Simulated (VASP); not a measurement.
## A VASP 6.6.1 single-point calculation on C

INCAR

```
IBRION = -1
ISIF = 2
NSW = 0
GGA = PE
NELM = 120
PREC = Accurate
NBANDS = 11
EDIFF = 1E-7
LASPH = .TRUE.
SIGMA = 0.02
LCHARG = .FALSE.
ISMEAR = -1
LREAL = Auto
LWAVE = .FALSE.
ENCUT = 520
NELMDL = 0
```

KPOINTS

```
KPOINTS created by Atomic Simulation Environment
0
Gamma
10 10 10
0 0 0
```

POSCAR

```
C
 1.0000000000000000
     0.0558000000000000    1.8119000000000001    1.7373000000000001
     1.8090999999999999    0.0263000000000000    1.7668999999999999
     1.8445000000000000    1.8768000000000000   -0.0091000000000000
 C
   2
Cartesian
  1.7878355900000000  0.1709516600000000  1.7262313600000001
  0.8217057300000000  0.8895021900000000  0.8379103499999999
```

The recommended PBE PAW datasets give the neutral cell 8 valence electrons.

Command

```
mpirun -np 1 vasp_std
```

OSZICAR

```
N       E                     dE             d eps       ncg     rms          rms(c)
DAV:   1     0.228228984330E+00    0.22823E+00   -0.45308E+03 11526   0.689E+02
DAV:   2    -0.177821873704E+02   -0.18010E+02   -0.17402E+02 14295   0.122E+02
DAV:   3    -0.181360528718E+02   -0.35387E+00   -0.35314E+00 13018   0.131E+01
DAV:   4    -0.181366352891E+02   -0.58242E-03   -0.58240E-03 11933   0.670E-01
DAV:   5    -0.181366360219E+02   -0.73273E-06   -0.73257E-06 12716   0.221E-02    0.559E+00
DAV:   6    -0.176475287189E+02    0.48911E+00   -0.26642E-01 11349   0.368E+00    0.332E+00
DAV:   7    -0.174854052933E+02    0.16212E+00   -0.32334E-01 12067   0.411E+00    0.777E-01
DAV:   8    -0.174871559169E+02   -0.17506E-02   -0.90190E-03 11771   0.722E-01    0.442E-02
DAV:   9    -0.174871934257E+02   -0.37509E-04   -0.47397E-05 13269   0.579E-02    0.270E-02
DAV:  10    -0.174872160614E+02   -0.22636E-04   -0.16684E-05 11733   0.353E-02    0.571E-03
DAV:  11    -0.174872160613E+02    0.71566E-10   -0.48665E-07 13351   0.609E-03
   1 F= -.17487216E+02 E0= -.17487181E+02  d E =-.703143E-04
```

From OUTCAR

```
k-points           NKPTS =    504   k-points in BZ     NKDIM =    504   number of bands    NBANDS=     11

   NELECT =       8.0000    total number of electrons

   dimension x,y,z NGX =    20 NGY =   20 NGZ =   20
   dimension x,y,z NGXF=    40 NGYF=   40 NGZF=   40

  energy-cutoff  :      520.00
  volume of cell :       11.56
      direct lattice vectors                 reciprocal lattice vectors
     0.055800000  1.811900000  1.737300000    -0.286776582  0.283244371  0.289409807
     1.809100000  0.026300000  1.766900000     0.283377805 -0.277143482  0.279942320
     1.844500000  1.876800000 -0.009100000     0.272888775  0.263255753 -0.283324868

 k-points in reciprocal lattice and weights: KPOINTS created by Atomic Simulation Env
   0.00000000  0.00000000  0.00000000       0.001
   0.10000000  0.00000000 -0.00000000       0.002
   0.20000000  0.00000000 -0.00000000       0.002
   0.30000000 -0.00000000 -0.00000000       0.002
   0.40000000 -0.00000000 -0.00000000       0.002
   0.50000000  0.00000000 -0.00000000       0.001
   0.00000000  0.10000000  0.00000000       0.002
   0.10000000  0.10000000 -0.00000000       0.002
   ...

 E-fermi :  11.8594

 k-point     1 :       0.0000    0.0000    0.0000
  band No.  band energies     occupation
      1     -11.8519      2.00000
      2       6.6408      2.00000
      3       9.5253      2.00000
      4      12.0094      0.00110
      5      12.6856      0.00000
      6      15.2759      0.00000
      7      17.4046      0.00000
      8      22.2095      0.00000
      9      28.1330      0.00000
     10      34.7707      0.00000
     11      35.0698      0.00000

 k-point     2 :       0.1000    0.0000   -0.0000
  band No.  band energies     occupation
      1     -11.5635      2.00000
      2       6.3051      2.00000
      3       8.2279      2.00000
      4      11.2758      2.00000
      5      12.7457      0.00000
      6      16.2730      0.00000
      7      18.0127      0.00000
      8      22.4706      0.00000
      9      28.4463      0.00000
     10      32.7103      0.00000
     11      33.8328      0.00000

 k-point     3 :       0.2000    0.0000   -0.0000
  band No.  band energies     occupation
      1     -10.7040      2.00000
      2       4.9110      2.00000
      3       6.0600      2.00000
      4       9.8577      2.00000
      5      13.3324      0.00000
      6      17.3043      0.00000
      7      19.3052      0.00000
      8      23.1378      0.00000
      9      28.9807      0.00000
     10      31.7738      0.00000
     11      31.8997      0.00000

 k-point     4 :       0.3000   -0.0000   -0.0000
  band No.  band energies     occupation
      1      -9.2968      2.00000
      2       1.7536      2.00000
      3       5.2042      2.00000
      4       8.9415      2.00000
      5      13.4406      0.00000
      6      17.7525      0.00000
      7      20.4208      0.00000
      8      23.8056      0.00000
      9      29.7115      0.00000
     10      31.4804      0.00000
     11      32.1352      0.00000

 k-point     5 :       0.4000   -0.0000   -0.0000
  band No.  band energies     occupation
      1      -7.4244      2.00000
      2      -1.3956      2.00000
      3       4.7237      2.00000
      4       8.4397      2.00000
      5      13.2676      0.00000
      6      17.8714      0.00000
      7      20.8655      0.00000
      8      24.1000      0.00000
      9      30.7846      0.00000
     10      32.5097      0.00000
     11      33.2669      0.00000

 ...

  Total        0.6549902     -0.7454707      1.7352922     -0.7581425      0.2932307     -0.4693469
  in kB       90.7460540   -103.2817435    240.4172280   -105.0373645     40.6258392    -65.0259781
  external PRESSURE =      75.9605128 kB  Pullay stress =       0.0000000 kB

 POSITION                                       TOTAL-FORCE (eV/Angst)
 -----------------------------------------------------------------------------------
      1.78784      0.17095      1.72623        -2.165817     -5.401694     -1.594010
      0.82171      0.88950      0.83791         2.165817      5.401694      1.594010
 -----------------------------------------------------------------------------------
    total drift:                                0.000000     -0.000004      0.000006

  FREE ENERGIE OF THE ION-ELECTRON SYSTEM (eV)
  ---------------------------------------------------
  free  energy   TOTEN  =       -17.4872160613 eV

  energy  without entropy=      -17.4871457470  energy(sigma->0) =      -17.48718090
```

It converged. Results: gap between bands v and c on the k mesh -0.26 eV (bands overlap: a metal); least direct gap on the k mesh 0.68 eV; pressure 7.6 GPa; largest force 6.03 eV/Å. Band v is the last that the valence electrons fill when counted band by band, and c is the next.

For comparison, a separate PBE run of the intended cell, on usual settings and not on those above, gives a gap of -0.26 eV on its mesh and a pressure of 7.6 GPa.

The run above took about 70 s on one core of a shared host (Intel Xeon Platinum 8488C) and held 0.15 GiB at most.
